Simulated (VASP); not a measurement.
Wanted: the native input for a VASP 6.6.1 run.

| Item | Value |
| --- | --- |
| Task | single point |
| Functional | PBE |
| Potentials or basis | VASP PAW PBE potentials, release 64 (Al, Cu) |
| Cutoff | 520 eV |
| k mesh | 4 × 4 × 6 |
| Occupations | gaussian, width 0.1 eV |
| Spin | no spin polarisation |
| Dipole correction | no |
| Further INCAR settings | ALGO = Fast; EDIFF = 1e-06; NBANDS = 16 |

The structure of Al2Cu lies in POSCAR:

```
Al2Cu
1.0
    4.1051820000      0.0000000000      0.0000000000
    0.0000000000      4.1051820000      0.0000000000
    0.0000000000      0.0000000000      2.8913130000
Al Cu
2 1
Direct
    0.5000000000      0.0000000000      0.5000000000
    0.0000000000      0.5000000000      0.5000000000
    0.0000000000      0.0000000000      0.0000000000
```

The cell comes from a database or a generator and needn't be the stable form of this composition.

These files were run (other wordings do the same):

INCAR

```
SYSTEM = Al2Cu
ALGO     = Fast           ! electronic algorithm
EDIFF    = 1E-6           ! SCF threshold, eV
ENCUT    = 520            ! plane-wave cutoff, eV
GGA      = PE             ! functional
ISIF     = 2              ! what is computed and relaxed
ISMEAR   = 0              ! smearing method
LASPH    = .TRUE.         ! aspherical terms in the spheres
LCHARG   = .FALSE.        ! write CHGCAR
LREAL    = .FALSE.        ! projectors in reciprocal space
LWAVE    = .FALSE.        ! write WAVECAR
NBANDS   = 16             ! bands
NELM     = 100            ! most SCF steps
PREC     = Accurate       ! precision mode
SIGMA    = 0.1            ! smearing width, eV
```

KPOINTS

```
k-points
0
G
  4 4 6
  0 0 0
```

Potentials or basis: VASP PAW PBE potentials, release 64 (Al, Cu).

Launch:

```bash
$ cat potpaw_PBE.64/Al/POTCAR potpaw_PBE.64/Cu/POTCAR > POTCAR
$ mpirun -np 1 vasp_std > vasp.out
```

It gave:

```
Pressure               : 0.5 GPa
Band gap on the k mesh : none (metal or under the smearing width)
```

Caveat: the k mesh is coarse (spacing up to 0.38 Å⁻¹), so the values aren't converged.

It took 23 s on 1 thread of Intel(R) Xeon(R) Platinum 8375C CPU @ 2.90GHz (Ice Lake), with other jobs on the host, peak memory 0.16 GiB.
